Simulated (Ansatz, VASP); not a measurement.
This is a calculation of ZnCu for Ansatz 0.2.0.

File input.yaml:

```yaml
crystal:
  lattice:
    - [2.947731, 0.011725, 0.044929]
    - [0.011725, 2.901869, -0.0053]
    - [0.044929, -0.0053, 2.986746]
  atoms:
    - { symbol: Zn, position: [0.5, 0.5, 0.5] }
    - { symbol: Cu, position: [0.0, 0.0, 0.0] }
hamiltonian:
  xc: b3lyp
  pseudopotentials: { kind: paw }
kpoints:
  mp_grid: { grid: [5, 5, 5] }
scf:
  occupations: { method: gaussian, width: 0.1 }
output:
  forces: true
  stress: true
  eigenvalues: true
```

Potentials or basis: Ansatz PAW.

Launch:

```bash
$ ansatz run input.yaml --threads 2 --pin off --max-ram 5632MiB --backend cpu --events-out ev --progress --plain --runs-dir out
```

Q: Set up the same calculation for VASP 6.6.1. Potentials there: VASP PAW PBE potentials, release 64 (Zn, Cu).

A: As run (the cutoff follows the program's own potentials):

The input POSCAR:

```
ZnCu
1.0
    2.9477310000      0.0117250000      0.0449290000
    0.0117250000      2.9018690000     -0.0053000000
    0.0449290000     -0.0053000000      2.9867460000
Zn Cu
1 1
Cartesian
    1.5021925000      1.4541470000      1.5131875000
    0.0000000000      0.0000000000      0.0000000000
```

INCAR.step1

```
SYSTEM = ZnCu
PREC = Accurate
ENCUT = 500
EDIFF = 1E-5
ISMEAR = 0
SIGMA = 0.1
LREAL = .FALSE.
LASPH = .TRUE.
NELM = 100
ALGO = Normal
ISIF = 2
LWAVE = .TRUE.
LCHARG = .FALSE.
GGA = PE
```

INCAR.step2

```
SYSTEM = ZnCu
PREC = Accurate
ENCUT = 500
EDIFF = 1E-6
ISMEAR = 0
SIGMA = 0.1
LREAL = .FALSE.
LASPH = .TRUE.
NELM = 100
ALGO = Normal
ISIF = 2
LWAVE = .FALSE.
LCHARG = .FALSE.
GGA = B3
LHFCALC = .TRUE.
AEXX = 0.2
AGGAX = 0.72
AGGAC = 0.81
ALDAC = 0.19
PRECFOCK = Fast
HFRCUT = -1
ISTART = 1
```

The input KPOINTS:

```
regular mesh
0
G
  5 5 5
  0 0 0
```

Potentials or basis: VASP PAW PBE potentials, release 64 (Zn, Cu).

Command:

```console
$ cat potpaw_PBE.64/Zn/POTCAR potpaw_PBE.64/Cu/POTCAR > POTCAR
$ cp INCAR.step1 INCAR
$ mpirun -np 1 vasp_std > vasp.out
$ cp INCAR.step2 INCAR
$ mpirun -np 1 vasp_std > vasp.out
```

Both were run:

|  | VASP | Ansatz | Ansatz less VASP |
| --- | --- | --- | --- |
| gap on the k mesh at the Fermi level (eV) | none | none | - |
| pressure (GPa) | 8.4 | 8.2 | -0.12 |
| largest component of the traceless stress (GPa) | 1.65 | 1.65 | +0.005 |

A gap of «none» marks a metal or a gap that the smearing closes. The two sets of potentials don't hold the same shells in valence.

Caveats: the k mesh is coarse (spacing up to 0.43 Å⁻¹), so the values aren't converged, least of all with exact exchange; the PAW data sets were made with another functional, which shifts forces and pressure a little (VASP); the PAW data sets come from PBE, with cores solved anew for the run's functional, which leaves a small shift of forces and pressure (Ansatz); the thresholds are loose for stress (Ansatz).
